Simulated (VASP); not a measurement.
All values below come from PBEsol GGA, VASP's PBE PAW potentials (set 64) (plane waves; VASP 6.6.1).

Input for VASP

**POSCAR**
```
CsCl
1.0
  4.0742175020   0.0000000000   0.0000000000
  0.0000000000   4.0742175020   0.0000000000
  0.0000000000   0.0000000000   4.0742175020
Cs Cl
1 1
Cartesian
  0.0000000000   0.0000000000   0.0000000000
  2.0371087510   2.0371087510   2.0371087510
```

KPOINTS:
```
Automatic mesh
0
Gamma
6 6 6
0 0 0
```

**INCAR**
```
ALGO=Normal
EDIFF=1E-6
EDIFFG=-0.01
ENCUT=400
GGA=PS
IBRION=2
ISIF=3
ISMEAR=0
LASPH=.TRUE.
LCHARG=.FALSE.
LMAXMIX=4
LREAL=.FALSE.
LWAVE=.FALSE.
NELM=100
NSW=60
PREC=Accurate
SIGMA=0.05
SYSTEM=CsCl
```

POTCAR, in this order: Cs_sv Cl (PBE.64 set). Program: vasp_std.

The resulting files:

File OUTCAR:
```
 ion  position               nearest neighbor table
   1  0.000  0.000  0.000-
   2  0.500  0.500  0.500-
  LATTYP: Found a simple cubic cell.
 ALAT       =     4.0742175020
 Subroutine PRICEL returns:
 Original cell was already a primitive cell.
 Subroutine GETGRP returns: Found 48 space group operations
The static configuration has the point symmetry O_h .
The dynamic configuration has the point symmetry O_h .
 Subroutine INISYM returns: Found 48 space group operations
 Subroutine IBZKPT returns following result:
 Found     20 irreducible k-points:

 Following reciprocal coordinates:
            Coordinates               Weight
  0.000000  0.000000  0.000000      1.000000
  0.166667  0.000000  0.000000      6.000000
  0.333333  0.000000  0.000000      6.000000
  0.500000  0.000000  0.000000      3.000000
  0.166667  0.166667  0.000000     12.000000
  0.333333  0.166667  0.000000     24.000000
  0.500000  0.166667  0.000000     12.000000
  0.333333  0.333333  0.000000     12.000000
  0.500000  0.333333  0.000000     12.000000
  0.500000  0.500000  0.000000      3.000000
  0.166667  0.166667  0.166667      8.000000
  0.333333  0.166667  0.166667     24.000000
  0.500000  0.166667  0.166667     12.000000
  0.333333  0.333333  0.166667     24.000000
  0.500000  0.333333  0.166667     24.000000
  0.500000  0.500000  0.166667      6.000000
  0.333333  0.333333  0.333333      8.000000
  0.500000  0.333333  0.333333     12.000000
  0.500000  0.500000  0.333333      6.000000
  0.500000  0.500000  0.500000      1.000000
   k-points           NKPTS =     20   k-points in BZ     NKDIM =     20   number of bands    NBANDS=     12
   number of dos      NEDOS =    301   number of ions     NIONS =      2
   total plane-waves  NPLWV =  21952
   dimension x,y,z NGX =    28 NGY =   28 NGZ =   28
   dimension x,y,z NGXF=    56 NGYF=   56 NGZF=   56
   ions per type =               1   1
   PREC   = accura    normal or accurate (medium, high low for compatibility)
   ISTART =      0    job   : 0-new  1-cont  2-samecut
   ICHARG =      2    charge: 1-file 2-atom 10-const
   ISPIN  =      1    spin polarized calculation?
   LNONCOLLINEAR =      F non collinear calculations
   LSORBIT =      F    spin-orbit coupling
   INIWAV =      1    electr: 0-lowe 1-rand  2-diag
   ENCUT  =  400.0 eV  29.40 Ry    5.42 a.u.   6.64  6.64  6.64*2*pi/ulx,y,z
   NELM   =    100;   NELMIN=  2; NELMDL= -5     # of ELM steps
   EDIFF  = 0.1E-05   stopping-criterion for ELM
   LREAL  =      F    real-space projection
   NLSPLINE    = F    spline interpolate recip. space projectors
   LMAXMIX     =    4 max onsite mixed and CHGCAR
   VOSKOWN=      0    Vosko Wilk Nusair interpolation
   EDIFFG = -.1E-01   stopping-criterion for IOM
   NSW    =     60    number of steps for IOM
   NBLOCK =      1;   KBLOCK =     60    inner block; outer block
   IBRION =      2    ionic relax: 0-MD 1-quasi-New 2-CG
   NFREE  =      1    steps in history (QN), initial steepest desc. (CG)
   ISIF   =      3    stress and relaxation
   ISYM   =      2    0-nonsym 1-usesym 2-fastsym
   TEIN   =    0.0    initial temperature
   TEBEG  =    0.0;   TEEND  =   0.0 temperature during run
   SMASS  =  -3.00    Nose mass-parameter (am)
   PSTRESS=    0.0 pullay stress
   NELECT =      16.0000    total number of electrons
   EFERMI =   0.00;   METHOD = LEGACY
   ISMEAR =     0;   SIGMA  =   0.05  broadening in eV -4-tet -1-fermi 0-gaus
   IALGO  =     38    algorithm
   LDIAG  =      T    sub-space diagonalisation (order eigenvalues)
   IMIX   =      4    mixing-type and parameters
     AMIX     =   0.40;   BMIX     =  1.00
     AMIX_MAG =   1.60;   BMIX_MAG =  1.00
...
```

OSZICAR:
```
       N       E                     dE             d eps       ncg     rms          rms(c)
DAV:   1     0.844253677707E+02    0.84425E+02   -0.61567E+03   488   0.945E+02
DAV:   2    -0.120471627420E+01   -0.85630E+02   -0.80355E+02   752   0.174E+02
DAV:   3    -0.713893643192E+01   -0.59342E+01   -0.59155E+01   604   0.511E+01
DAV:   4    -0.719652885849E+01   -0.57592E-01   -0.57569E-01   556   0.635E+00
DAV:   5    -0.719731799211E+01   -0.78913E-03   -0.78906E-03   612   0.731E-01    0.212E+00
DAV:   6    -0.688731355416E+01    0.31000E+00   -0.53176E-01   528   0.429E+00    0.153E+00
DAV:   7    -0.684753833697E+01    0.39775E-01   -0.16665E-01   648   0.235E+00    0.874E-01
DAV:   8    -0.684612324853E+01    0.14151E-02   -0.11941E-02   572   0.831E-01    0.123E-01
DAV:   9    -0.684626221286E+01   -0.13896E-03   -0.24288E-03   636   0.329E-01    0.102E-01
DAV:  10    -0.684633445479E+01   -0.72242E-04   -0.18766E-04   580   0.113E-01    0.207E-02
DAV:  11    -0.684634618170E+01   -0.11727E-04   -0.36557E-05   600   0.407E-02    0.553E-03
DAV:  12    -0.684634575743E+01    0.42428E-06   -0.75360E-06   592   0.174E-02
   1 F= -.68463458E+01 E0= -.68463458E+01  d E =-.684635E+01
```

### OUTCAR
```
------------------------ aborting loop because EDIFF is reached ----------------------------------------
  FORCE on cell =-STRESS in cart. coord.  units (eV):
  Direction    XX          YY          ZZ          XY          YZ          ZX
  --------------------------------------------------------------------------------------
  Total       -0.0140912     -0.0140912     -0.0140912     -0.0000000      0.0000000      0.0000000
  in kB       -0.3338305     -0.3338305     -0.3338305     -0.0000000      0.0000000      0.0000000
  external PRESSURE =      -0.3338305 kB  Pullay stress =       0.0000000 kB
  volume of cell :       67.63
      direct lattice vectors                 reciprocal lattice vectors
     4.074217502  0.000000000  0.000000000     0.245445905  0.000000000  0.000000000
     0.000000000  4.074217502  0.000000000     0.000000000  0.245445905  0.000000000
     0.000000000  0.000000000  4.074217502     0.000000000  0.000000000  0.245445905
 POSITION                                       TOTAL-FORCE (eV/Angst)
 -----------------------------------------------------------------------------------
      0.00000      0.00000      0.00000         0.000000      0.000000      0.000000
      2.03711      2.03711      2.03711         0.000000      0.000000      0.000000
 -----------------------------------------------------------------------------------
    total drift:                                0.000000      0.000000      0.000000
  FREE ENERGIE OF THE ION-ELECTRON SYSTEM (eV)
  ---------------------------------------------------
  free  energy   TOTEN  =        -6.8463457574 eV

  energy  without entropy=       -6.8463457574  energy(sigma->0) =       -6.84634576

 reached required accuracy - stopping structural energy minimisation
```
(Selected blocks of OUTCAR.)

The structure was generated: CsCl was put into the CsCl type type (Pm-3m), which need not be its known phase. It was relaxed first, which changed the volume by -26 %. The start is the result of an earlier pass.
